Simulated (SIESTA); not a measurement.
RuS2: changing the functional

```cif
data_structure
_symmetry_space_group_name_H-M 'Pa-3'
_symmetry_Int_Tables_number 205
_cell_length_a 5.6106
_cell_length_b 5.6106
_cell_length_c 5.6106
_cell_angle_alpha 90.000
_cell_angle_beta 90.000
_cell_angle_gamma 90.000
_cell_volume 176.62
loop_
_atom_site_label
_atom_site_type_symbol
_atom_site_symmetry_multiplicity
_atom_site_Wyckoff_symbol
_atom_site_fract_x
_atom_site_fract_y
_atom_site_fract_z
_atom_site_occupancy
Ru1 Ru 4 a 0.00000 0.50000 0.50000 1
S1 S 8 c 0.38831 0.11169 0.88831 1
```

Kept alike: task band structure; k mesh 5 × 5 × 5; occupations fermi-dirac, width 0.05 eV; no spin polarisation. Program: SIESTA, potentials by row: files PseudoDojo sr-lda-0.4.1-standard, DZP (energy shift 0.003 Ry; two zetas on semicore shells) (LDA); files PseudoDojo sr-pbe-0.4.1-standard, DZP (energy shift 0.003 Ry; two zetas on semicore shells) (PBE); files PseudoDojo sr-pbesol-0.4.1-standard, DZP (energy shift 0.003 Ry; two zetas on semicore shells) (PBEsol). The mesh is that of the run's cell of 12 atoms. No spin-orbit coupling.

| run | band gap (eV) | pressure (GPa) |
| --- | --- | --- |
| A | 0.856 | 6.47 |
| B | 0.813 | -0.27 |
| C | 0.809 | -3.51 |

Pressure is positive in compression. Gaps are the smaller of the mesh's and the band path's.

Question: The runs differ in the functional (and the potentials named above) alone: LDA; PBE; PBEsol. Which run is which?

Answer: Run A is PBE; run B is PBEsol; run C is LDA. The band gap runs from 0.809 (LDA) to 0.856 eV (PBE). From PBE: LDA -0.047; PBEsol -0.043. The pressure runs from -3.51 (LDA) to 6.47 GPa (PBE). From PBE: LDA -9.98; PBEsol -6.74.
